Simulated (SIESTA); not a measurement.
Crystal: CdS (Greenockite).

```
Cd S
1.0
     4.15000    0.00000    0.00000
    -2.07500    3.59401    0.00000
     0.00000    0.00000    6.73700
Cd S
2 2
Direct
  0.66667 0.33333 0.50000
  0.33333 0.66667 0.00000
  0.66667 0.33333 0.87500
  0.33333 0.66667 0.37500
```

Base run:

- Program: SIESTA 5.4.2
- Functional: PBEsol
- Potentials or basis: PseudoDojo 0.4 standard (PBEsol files)
- Basis: DZP (energy shift 0.003 Ry; two zetas on semicore shells)
- Grid cutoff: 800 Ry
- Energy shift: 0.003 Ry
- k mesh: 7 × 7 × 4
- Occupations: fermi-dirac, width 0.05 eV
- Spin: no spin polarisation

Its results: band gap on the k mesh 1.27 eV, direct; pressure -0.8 GPa; largest force 0.072 eV/Å.

Question: The run is repeated on the same cell with these changes: functional from PBEsol to LDA; potentials or basis from PseudoDojo 0.4 standard (PBEsol files) to PseudoDojo 0.4 standard (LDA files). What comes out?

Answer: Band gap on the k mesh 1.14 eV, direct; pressure -3.0 GPa; largest force 0.069 eV/Å.

Caveats: the basis of atomic orbitals isn't converged, which shifts pressures, moduli and gaps; an odd mesh through Γ misses points on the zone boundary, where band edges often lie (some runs).

Not every run made on this cell is shown here.
